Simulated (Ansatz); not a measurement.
# AlAu (Pm-3m) in Ansatz: a series of runs

One crystal, AlAu, is run at these levels: r2SCAN; tasks: single point, equation of state.

Everything below comes from runs of Ansatz 0.2.0. Logs are shortened: lines on timing, memory, paths and dates and some standing lists are left out, and cuts for length are marked.

## Step 1: Starting point

It takes space group Pm-3m (No. 221, cubic). The conventional cell has a = 3.224 Å, b = 3.224 Å, c = 3.224 Å, α = 90.00°, β = 90.00°, γ = 90.00°. Au (site symmetry m-3m) is surrounded by 8 Al at 2.79 Å. Al (site symmetry m-3m) has 8 Au at 2.79 Å as nearest neighbours.

The cell comes from a database or a generator and needn't be the stable form of this composition.

## Step 2: Single point, r2SCAN, 15.75 Å³/atom (volume scaled by 0.94)

input.yaml reads:

```yaml
crystal:
  lattice:
    - [3.1581287985, 0.0, 0.0]
    - [0.0, 3.1581287985, 0.0]
    - [0.0, 0.0, 3.1581287985]
  atoms:
    - { symbol: Au, position: [0.5, 0.5, 0.5] }
    - { symbol: Al, position: [0.0, 0.0, 0.0] }
hamiltonian:
  xc: r2scan
  pseudopotentials: { kind: paw }
kpoints:
  mp_grid: { grid: [8, 8, 8] }
scf:
  occupations: { method: fermi_dirac, width: 0.05 }
output:
  forces: true
  stress: true
  eigenvalues: true
```

Potentials or basis: Ansatz PAW.

Started as:

```
ansatz run input.yaml --threads 2 --pin off --max-ram 5632MiB --backend cpu --events-out ev --progress --plain --runs-dir out
```

The log of the run:

```text
Warning: RAYON_NUM_THREADS=2 ignored (pool sized by the plan → 2); use --threads N
Engine: ansatz 0.2.0, aarch64-unknown-linux-gnu
Pseudopotentials: kind: paw
Pseudopotential: Au, paw, valence charge 19, recommended cutoff 500 eV (meta_gga), Au.paw.azcp
Pseudopotential: Al, paw, valence charge 3, recommended cutoff 500 eV (meta_gga), Al.paw.azcp
Functional definition: r2SCAN
  parameter k0 = 0.174
  parameter k1 = 0.065
  parameter a1 = 4.9479
  exchange = r2scan_x(k0 = k0, k1 = k1, a1 = a1)
  correlation = r2scan_c
Crystal: 2 atoms, lattice volume = 31.498 Å³
Basis set: ecut = 500 eV, 799 PW (Γ), exchange–correlation on 96×96×96 points (64 copies of the dense FFT grid, shifted against one another)
Bands: 15, of which v1, the nominal top of the filled ones, is band 11 counted from 1 (10 counted from 0)
Symmetry: 48 space group operations
Space group: Pm-3m (ITA 221), of the structure as read, at distance tolerance 3.2e-5 Å
k-points: 35 of 512
Non-local potential: Au, projectors of the file, l = 0: 3, l = 1: 2, l = 2: 2, l = 3: 1
Non-local potential: Al, projectors of the file, l = 0: 2, l = 1: 2, l = 2: 1
PAW form: soft (Blöchl's): semilocal exchange-correlation on the pseudo side does not see the compensation charge
PAW frozen core: Au, regenerated for the run's functional (the file was generated under x = pbe(κ = 0.804, μ = 0.2195149727645171), c = pbe(β = 0.06672455060314922))
PAW frozen core: Al, regenerated for the run's functional (the file was generated under x = pbe(κ = 0.804, μ = 0.2195149727645171), c = pbe(β = 0.06672455060314922))
PAW one-centre angular grid: Au, 590 points (default); XC on 160 Gauss nodes
PAW one-centre angular grid: Al, 302 points (default); XC on 160 Gauss nodes
Initial density: superposition of atomic densities (neutral atoms: chi_scale 0, normalization atom), corrected by the library's trained network
Initial wavefunctions: pseudopotential atomic-orbital guess
Functional: x = r2scan, c = r2scan; τ floored in thin density (d = 2e-4 eV/Å³)
SCF iter   1: F=—  HF=-13704.358656 eV  |F-HF|=—  |Δ(HF+E_count)|=         —  Δρ=1.29e-2  dr2=8.89e-2  dr2_τ=2.26e-2  ethr=1.77e-3  ⟨swp⟩=5.3  Hψ=2552  notcnv=0
preconditioner: auto → none  [insulator: Δε(μ)=0.246 eV  Ē_g=11.368 eV  σ=0.050 eV  W_gap=0.51  n_scr=6 (ndim 8)  ℏωp=24.8 eV  f_vac=0.000  D(μ)=1.11/eV (n_scr^D=6)  ε∞_Penn≈5.7]
SCF iter   2: F=—  HF=-13704.363361 eV  |F-HF|=—  |Δ(HF+E_count)|=   4.71e-3  Δρ=9.01e-3  dr2=2.62e-2  dr2_τ=7.40e-3  ethr=4.04e-4  ⟨swp⟩=2.3  Hψ=1158  notcnv=0  defer=3
SCF iter   3: F=—  HF=-13704.356809 eV  |F-HF|=—  |Δ(HF+E_count)|=   6.55e-3  Δρ=2.17e-3  dr2=1.20e-3  dr2_τ=4.55e-5  ethr=1.19e-4  ⟨swp⟩=2.0  Hψ=861  notcnv=0  defer=3
SCF iter   4: F=—  HF=-13704.356773 eV  |F-HF|=—  |Δ(HF+E_count)|=   3.60e-5  Δρ=2.84e-4  dr2=3.60e-5  dr2_τ=1.42e-6  ethr=5.45e-6  ⟨swp⟩=2.1  Hψ=769  notcnv=0  defer=3
SCF iter   5: F=—  HF=-13704.356760 eV  |F-HF|=—  |Δ(HF+E_count)|=   1.39e-5  Δρ=9.05e-5  dr2=1.77e-6  dr2_τ=2.78e-7  ethr=1.64e-7  ⟨swp⟩=2.0  Hψ=758  notcnv=0  defer=3
SCF iter   6: F=-13704.356760 eV  HF=-13704.356760 eV  |F-HF|=1.24e-8  |Δ(HF+E_count)|=   4.52e-7  Δρ=1.40e-5  dr2=4.48e-8  dr2_τ=1.56e-9  ethr=4.55e-10  ⟨swp⟩=4.1  Hψ=2432  notcnv=0
SCF 1 converged in 6 iterations: F = -13704.356760 eV  dr2 = 4.48e-8
SCF converged after 6 iterations
Free energy (F): -13704.356760 eV
Harris-Foulkes:  -13704.356760 eV  (|F-HF|=1.24e-8)
Internal energy: -13704.348464 eV  (E = F + TS)
E sigma→0 (E₀):  -13704.352612 eV
Entropy (-TS):   -0.008296 eV (-4.148 meV/atom)
Fermi energy:    16.487130 eV
--- Per-component energies (eV) ---
  E_band       = -302.000506
  E_kinetic    = 629.945082
  E_local      = -2390.796494  (includes V_loc(G=0)·N_el)
  E_nonlocal   = 81.241130
  E_hartree    = 1036.409212
  E_xc         = -256.792860
  E_vxc        = -342.198181  (∫ρ·V_xc dr)
  E_paw        = -10202.392373  (= ΣΔE_a)
  E_vpaw       = -376.199202  (= ΣTr[D̂ρ^β])
  E_aug_tail   = 0.000724  (compensation charges beyond the density's cutoff)
  E_vtau       = 23.192443  (kinetic-family band-sum trace: ∫τ·v_τ [+ j·A + Jᵃ·Aᵃ] dr)
  E_ewald      = -2601.726453
  E_core_change = -0.236432  (= ΣΔE_core)
  E_smearing   = -0.008296  (= −TS)
  E_closure    = -0.000000  (closes the sum)
  Σ components = -13704.356760   (vs F -13704.356760, Δ=0.00e0)
--- Forces (eV/Å), atoms counted from 1 ---
  atom   1  Au     0.00000000     0.00000000    -0.00000000
  atom   2  Al    -0.00000000     0.00000000     0.00000000
  max |Σ_I F_I| component: 1.39e-28 eV/Å
--- Stress (GPa, compression-positive) ---
        2.892837       0.000000       0.000000
        0.000000       2.892837      -0.000000
        0.000000       0.000000       2.892837
  P = ⅓ Tr σ = 2.8928 GPa (28.928 kbar)
--- Band table (eV; the first three rows and the last of 35) ---
  k-point 0: bands = ["-92.8956", "-43.7074", "-43.7074", "-43.7074", "3.8827", "9.0188", "9.0188", "11.2338", "11.2338", "11.2338", "19.5026", "19.5026", "19.5026", "24.2333", "24.2333"]
  k-point 1: bands = ["-92.8954", "-43.7138", "-43.7069", "-43.7069", "4.1646", "9.0770", "9.1233", "11.0566", "11.0566", "11.2532", "17.7671", "19.9403", "19.9403", "23.9168", "24.5873"]
  k-point 2: bands = ["-92.8950", "-43.7293", "-43.7057", "-43.7057", "4.9754", "9.2222", "9.3076", "10.6713", "10.6713", "11.3003", "15.2303", "21.1034", "21.1034", "23.1921", "24.9999"]
  k-point 34: bands = ["-92.8924", "-43.7430", "-43.7430", "-43.7430", "8.4031", "8.4031", "8.4031", "12.2128", "12.2128", "16.6004", "17.2377", "17.2377", "17.2377", "19.0958", "20.4537"]
```

Run time: 1.5 s. Hardware: 2 threads of Arm Neoverse V1, shared host; peak memory 0.34 GiB.

What came out:

| Property | Result |
| --- | --- |
| Free energy | -13704.3568 eV |
| Pressure | 2.9 GPa |
| Band gap on the k mesh | none (metal or under the smearing width) |

Caveat: the PAW data sets come from PBE, with cores solved anew for the run's functional, which leaves a small shift of forces and pressure.

## Step 3: Single point, r2SCAN, 16.08 Å³/atom (volume scaled by 0.96)

Edit input.yaml of step 2 so:

```diff
@@ -2,5 +2,5 @@
   lattice:
-    - [3.1581287985, 0.0, 0.0]
-    - [0.0, 3.1581287985, 0.0]
-    - [0.0, 0.0, 3.1581287985]
+    - [3.1803698749, 0.0, 0.0]
+    - [0.0, 3.1803698749, 0.0]
+    - [0.0, 0.0, 3.1803698749]
   atoms:
@@ -19 +19,5 @@
   eigenvalues: true
+  write_density: true
+  write_potential: true
+  elf: true
+  volumetric_format: npy
```

Potentials or basis: Ansatz PAW.

Started as:

```
ansatz run input.yaml --threads 2 --pin off --max-ram 5632MiB --backend cpu --events-out ev --progress --plain --runs-dir out
```

It took 1.8 s on 2 threads of Arm Neoverse V1, shared host; peak memory 0.35 GiB.

Results (log left out):

* Free energy: -13704.3625 eV
* Pressure: -0.1 GPa
* Band gap on the k mesh: none (metal or under the smearing width)

Caveat: the PAW data sets come from PBE, with cores solved anew for the run's functional, which leaves a small shift of forces and pressure.

## Step 4: Single point, r2SCAN, 16.42 Å³/atom (volume scaled by 0.98)

input.yaml reads:

```yaml
crystal:
  lattice:
    - [3.2023041534, 0.0, 0.0]
    - [0.0, 3.2023041534, 0.0]
    - [0.0, 0.0, 3.2023041534]
  atoms:
    - { symbol: Au, position: [0.5, 0.5, 0.5] }
    - { symbol: Al, position: [0.0, 0.0, 0.0] }
hamiltonian:
  xc: r2scan
  pseudopotentials: { kind: paw }
kpoints:
  mp_grid: { grid: [8, 8, 8] }
scf:
  occupations: { method: fermi_dirac, width: 0.05 }
output:
  forces: true
  stress: true
  eigenvalues: true
```

Started as:

```
ansatz run input.yaml --threads 2 --pin off --max-ram 5632MiB --backend cpu --events-out ev --progress --plain --runs-dir out
```

Wall time 1.5 s (2 threads of Arm Neoverse V1, shared host); peak memory 0.34 GiB.

Results (log left out):

* Free energy: -13704.3567 eV
* Pressure: -2.7 GPa
* Band gap on the k mesh: none (metal or under the smearing width)

Caveat: the PAW data sets come from PBE, with cores solved anew for the run's functional, which leaves a small shift of forces and pressure.

## Step 5: Single point, r2SCAN, 16.75 Å³/atom

Edit input.yaml of step 4 so:

```diff
@@ -2,5 +2,5 @@
   lattice:
-    - [3.2023041534, 0.0, 0.0]
-    - [0.0, 3.2023041534, 0.0]
-    - [0.0, 0.0, 3.2023041534]
+    - [3.223942, 0.0, 0.0]
+    - [0.0, 3.223942, 0.0]
+    - [0.0, 0.0, 3.223942]
   atoms:
```

Started as:

```
ansatz run input.yaml --threads 2 --pin off --max-ram 5632MiB --backend cpu --events-out ev --progress --plain --runs-dir out
```

Wall time 1.5 s (2 threads of Arm Neoverse V1, shared host); peak memory 0.34 GiB.

It converged, with:

```yaml
Free_energy: -13704.3407 eV
Pressure: -4.9 GPa
Band_gap_on_the_k_mesh: none (metal or under the smearing width)
```

Caveat: the PAW data sets come from PBE, with cores solved anew for the run's functional, which leaves a small shift of forces and pressure.

## Step 6: Single point, r2SCAN, 17.09 Å³/atom (volume scaled by 1.02)

Edit input.yaml of step 5 so:

```diff
@@ -2,5 +2,5 @@
   lattice:
-    - [3.223942, 0.0, 0.0]
-    - [0.0, 3.223942, 0.0]
-    - [0.0, 0.0, 3.223942]
+    - [3.2452932315, 0.0, 0.0]
+    - [0.0, 3.2452932315, 0.0]
+    - [0.0, 0.0, 3.2452932315]
   atoms:
@@ -19 +19,5 @@
   eigenvalues: true
+  write_density: true
+  write_potential: true
+  elf: true
+  volumetric_format: npy
```

Potentials or basis: Ansatz PAW.

Started as:

```
ansatz run input.yaml --threads 2 --pin off --max-ram 5632MiB --backend cpu --events-out ev --progress --plain --runs-dir out
```

It took 1.8 s on 2 threads of Arm Neoverse V1, shared host; peak memory 0.35 GiB.

It converged, with:

| Property | Result |
| --- | --- |
| Free energy | -13704.3160 eV |
| Pressure | -6.8 GPa |
| Band gap on the k mesh | none (metal or under the smearing width) |

Caveat: the PAW data sets come from PBE, with cores solved anew for the run's functional, which leaves a small shift of forces and pressure.

## Step 7: Single point, r2SCAN, 17.42 Å³/atom (volume scaled by 1.04)

input.yaml reads:

```yaml
crystal:
  lattice:
    - [3.2663671547, 0.0, 0.0]
    - [0.0, 3.2663671547, 0.0]
    - [0.0, 0.0, 3.2663671547]
  atoms:
    - { symbol: Au, position: [0.5, 0.5, 0.5] }
    - { symbol: Al, position: [0.0, 0.0, 0.0] }
hamiltonian:
  xc: r2scan
  pseudopotentials: { kind: paw }
kpoints:
  mp_grid: { grid: [8, 8, 8] }
scf:
  occupations: { method: fermi_dirac, width: 0.05 }
output:
  forces: true
  stress: true
  eigenvalues: true
```

Started as:

```
ansatz run input.yaml --threads 2 --pin off --max-ram 5632MiB --backend cpu --events-out ev --progress --plain --runs-dir out
```

Wall time 1.5 s (2 threads of Arm Neoverse V1, shared host); peak memory 0.35 GiB.

It converged, with:

```yaml
Free_energy: -13704.2840 eV
Pressure: -8.4 GPa
Band_gap_on_the_k_mesh: none (metal or under the smearing width)
```

Caveat: the PAW data sets come from PBE, with cores solved anew for the run's functional, which leaves a small shift of forces and pressure.

## Step 8: Single point, r2SCAN, 17.76 Å³/atom (volume scaled by 1.06)

Edit input.yaml of step 7 so:

```diff
@@ -2,5 +2,5 @@
   lattice:
-    - [3.2663671547, 0.0, 0.0]
-    - [0.0, 3.2663671547, 0.0]
-    - [0.0, 0.0, 3.2663671547]
+    - [3.2871726019, 0.0, 0.0]
+    - [0.0, 3.2871726019, 0.0]
+    - [0.0, 0.0, 3.2871726019]
   atoms:
@@ -19 +19,5 @@
   eigenvalues: true
+  write_density: true
+  write_potential: true
+  elf: true
+  volumetric_format: npy
```

Started as:

```
ansatz run input.yaml --threads 2 --pin off --max-ram 5632MiB --backend cpu --events-out ev --progress --plain --runs-dir out
```

Wall time 1.9 s (2 threads of Arm Neoverse V1, shared host); peak memory 0.35 GiB.

Results (log left out):

```
Free energy            : -13704.2457 eV
Pressure               : -9.8 GPa
Band gap on the k mesh : none (metal or under the smearing width)
```

Caveat: the PAW data sets come from PBE, with cores solved anew for the run's functional, which leaves a small shift of forces and pressure.

## Step 9: Equation of state, r2SCAN

Potentials or basis: Ansatz PAW.

This step only gathers the single runs of the series.

What came out:

```yaml
Equilibrium_volume: 16.07 Å³/atom
Bulk_modulus: 135 GPa
Pressure_derivative_of_the_bulk_modulus: 6.2
```

Energy against volume, from the lowest point:
```csv
volume (Å³/atom),energy (meV/atom)
15.749,2.88
16.084,0.00
16.419,2.92
16.755,10.90
17.090,23.25
17.425,39.28
17.760,58.41
```

Caveat: the PAW data sets were made with another functional, which shifts forces and pressure a little.
